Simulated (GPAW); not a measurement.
## InP in GPAW: convergence with k mesh

Input of the first run (k mesh 2 × 2 × 2); the others differ in this setting and in those tied to it:

The input run.py:

```python
import json
import numpy as np
import spglib
from ase import Atoms
from ase.dft.bandgap import bandgap
from ase.io import read, write
from gpaw import GPAW, PW
from gpaw.response.g0w0 import G0W0

atoms = read('InP.cif')
cell, positions, numbers = spglib.find_primitive(
    (atoms.cell[:], atoms.get_scaled_positions(), atoms.numbers), symprec=1e-4)
atoms = Atoms(numbers, cell=cell, scaled_positions=positions, pbc=True)

calc = GPAW(mode=PW(400),
            xc='LDA',
            kpts={'size': (2, 2, 2), 'gamma': True},
            occupations={'name': 'fermi-dirac', 'width': 0.001},
            nbands=18,
            convergence={'density': 1e-06},
            maxiter=150,
            txt='gpaw.txt')
atoms.calc = calc
energy = atoms.get_potential_energy()
calc.write('gs.gpw')
write('result.traj', atoms)
print(f'Energy: {energy:.6f} eV')
print('Fermi level:', round(calc.get_fermi_level(), 4), 'eV')
print(f'Gap: {bandgap(calc)[0]:.4f} eV, direct: {bandgap(calc, direct=True)[0]:.4f} eV')

calc.diagonalize_full_hamiltonian(nbands=85)
calc.write('full.gpw', mode='all')

ibz = calc.get_ibz_k_points()
gap, vbm, cbm = bandgap(calc, output=None)
gap, direct, _ = bandgap(calc, direct=True, output=None)
gamma = int(np.abs(ibz).sum(1).argmin())
kpts = sorted({gamma, vbm[1], cbm[1], direct[1]})
gw = G0W0(calc='full.gpw',
          filename='gw',
          ecut=80,
          ecut_extrapolation=False,
          relbands=(-1, 1),
          kpts=kpts,
          integrate_gamma='sphere',
          nbands=81,
          ppa=True)
gw.calculate()
results = {mode: {key: np.asarray(r[key]).tolist() for key in ['f', 'eps', 'vxc', 'exx', 'sigma', 'Z', 'qp', 'sigma_eskn']}
           for mode, r in gw.all_results.items()}
json.dump({'kpts': ibz[kpts].tolist(), 'results': results}, open('gw.json', 'w'))
for mode, r in results.items():
    f, qp = np.array(r['f']), np.array(r['qp'])
    print(mode, 'quasiparticle energies (eV):')
    print(qp.round(3))
    print(mode, 'gap:', round(qp[f < 0.5].min() - qp[f > 0.5].max(), 4), 'eV')
```

File InP.cif:

```cif
data_InP
_cell_length_a 5.86100000
_cell_length_b 5.86100000
_cell_length_c 5.86100000
_cell_angle_alpha 90.00000000
_cell_angle_beta 90.00000000
_cell_angle_gamma 90.00000000
_space_group_name_H-M_alt 'F-43m'
_space_group_name_Hall 'F -4 2 3'
_space_group_IT_number 216
loop_
_space_group_symop_operation_xyz
'x,y,z'
'y,-x,-z'
'-x,-y,z'
'-y,x,-z'
'x,-y,-z'
'y,x,z'
'-x,y,-z'
'-y,-x,z'
'z,x,y'
'-z,y,-x'
'z,-x,-y'
'-z,-y,x'
'-z,x,-y'
'z,y,x'
'-z,-x,y'
'z,-y,-x'
'y,z,x'
'-x,-z,y'
'-y,z,-x'
'x,-z,-y'
'-y,-z,x'
'x,z,y'
'y,-z,-x'
'-x,z,-y'
'x,y+1/2,z+1/2'
'y,-x+1/2,-z+1/2'
'-x,-y+1/2,z+1/2'
'-y,x+1/2,-z+1/2'
'x,-y+1/2,-z+1/2'
'y,x+1/2,z+1/2'
'-x,y+1/2,-z+1/2'
'-y,-x+1/2,z+1/2'
'z,x+1/2,y+1/2'
'-z,y+1/2,-x+1/2'
'z,-x+1/2,-y+1/2'
'-z,-y+1/2,x+1/2'
'-z,x+1/2,-y+1/2'
'z,y+1/2,x+1/2'
'-z,-x+1/2,y+1/2'
'z,-y+1/2,-x+1/2'
'y,z+1/2,x+1/2'
'-x,-z+1/2,y+1/2'
'-y,z+1/2,-x+1/2'
'x,-z+1/2,-y+1/2'
'-y,-z+1/2,x+1/2'
'x,z+1/2,y+1/2'
'y,-z+1/2,-x+1/2'
'-x,z+1/2,-y+1/2'
'x+1/2,y,z+1/2'
'y+1/2,-x,-z+1/2'
'-x+1/2,-y,z+1/2'
'-y+1/2,x,-z+1/2'
'x+1/2,-y,-z+1/2'
'y+1/2,x,z+1/2'
'-x+1/2,y,-z+1/2'
'-y+1/2,-x,z+1/2'
'z+1/2,x,y+1/2'
'-z+1/2,y,-x+1/2'
'z+1/2,-x,-y+1/2'
'-z+1/2,-y,x+1/2'
'-z+1/2,x,-y+1/2'
'z+1/2,y,x+1/2'
'-z+1/2,-x,y+1/2'
'z+1/2,-y,-x+1/2'
'y+1/2,z,x+1/2'
'-x+1/2,-z,y+1/2'
'-y+1/2,z,-x+1/2'
'x+1/2,-z,-y+1/2'
'-y+1/2,-z,x+1/2'
'x+1/2,z,y+1/2'
'y+1/2,-z,-x+1/2'
'-x+1/2,z,-y+1/2'
'x+1/2,y+1/2,z'
'y+1/2,-x+1/2,-z'
'-x+1/2,-y+1/2,z'
'-y+1/2,x+1/2,-z'
'x+1/2,-y+1/2,-z'
'y+1/2,x+1/2,z'
'-x+1/2,y+1/2,-z'
'-y+1/2,-x+1/2,z'
'z+1/2,x+1/2,y'
'-z+1/2,y+1/2,-x'
'z+1/2,-x+1/2,-y'
'-z+1/2,-y+1/2,x'
'-z+1/2,x+1/2,-y'
'z+1/2,y+1/2,x'
'-z+1/2,-x+1/2,y'
'z+1/2,-y+1/2,-x'
'y+1/2,z+1/2,x'
'-x+1/2,-z+1/2,y'
'-y+1/2,z+1/2,-x'
'x+1/2,-z+1/2,-y'
'-y+1/2,-z+1/2,x'
'x+1/2,z+1/2,y'
'y+1/2,-z+1/2,-x'
'-x+1/2,z+1/2,-y'
loop_
_atom_site_label
_atom_site_type_symbol
_atom_site_symmetry_multiplicity
_atom_site_Wyckoff_symbol
_atom_site_fract_x
_atom_site_fract_y
_atom_site_fract_z
_atom_site_occupancy
In1 In 4 a 0.0000000000 0.0000000000 0.0000000000 1
P1 P 4 c 0.2500000000 0.2500000000 0.2500000000 1
```

Potentials or basis: the program's PAW data sets (release 1.2.1) made for this functional, pw.

Launch:

```bash
$ OMP_NUM_THREADS=1 python run.py
```

Hardware: 1 thread of Arm Neoverse V1, with other jobs on the host.

Question: The values tried are 2 × 2 × 2, 3 × 3 × 3, 4 × 4 × 4, 5 × 5 × 5, 6 × 6 × 6, 7 × 7 × 7, loosest first. From which on does the quasiparticle gap at the points computed stay within 0.05 eV of the tightest run that finished?

Answer: From 3 × 3 × 3 on.

```
   k mesh  energy less the tightest run, at zero smearing (meV/atom)  gap on the mesh (eV)  quasiparticle gap at the points computed (eV)  SCF cycles  CPU time (s)  peak memory (GiB)
2 × 2 × 2                                                     956.61                 0.316                                          1.401          11           7.8               0.26
3 × 3 × 3                                                     213.43                 0.419                                          1.356          11            12               0.29
4 × 4 × 4                                                      58.26                 0.452                                          1.330          10            28               0.34
5 × 5 × 5                                                      17.24                 0.465                                          1.318          10            57               0.42
6 × 6 × 6                                                       4.34                 0.470                                          1.315          10           130               0.55
7 × 7 × 7                                                       0.00                 0.472                                          1.315          10           260               0.72
```

Against the tightest run, the gap on the mesh stays within 0.01 eV from 5 × 5 × 5 on. Not settled before the last step: the energy (to 1 meV/atom). Meshes of other sizes hit other points, so gaps and Fermi surfaces needn't settle smoothly. The tightest run that finished is the yardstick and may itself not be fully converged.

Caveat, for the tightest run too: the quasiparticle gap is taken among the few k points that were corrected; the long-wavelength limit can be off by a per cent or two; spin-orbit coupling is left out, which moves the levels of the heavy elements.
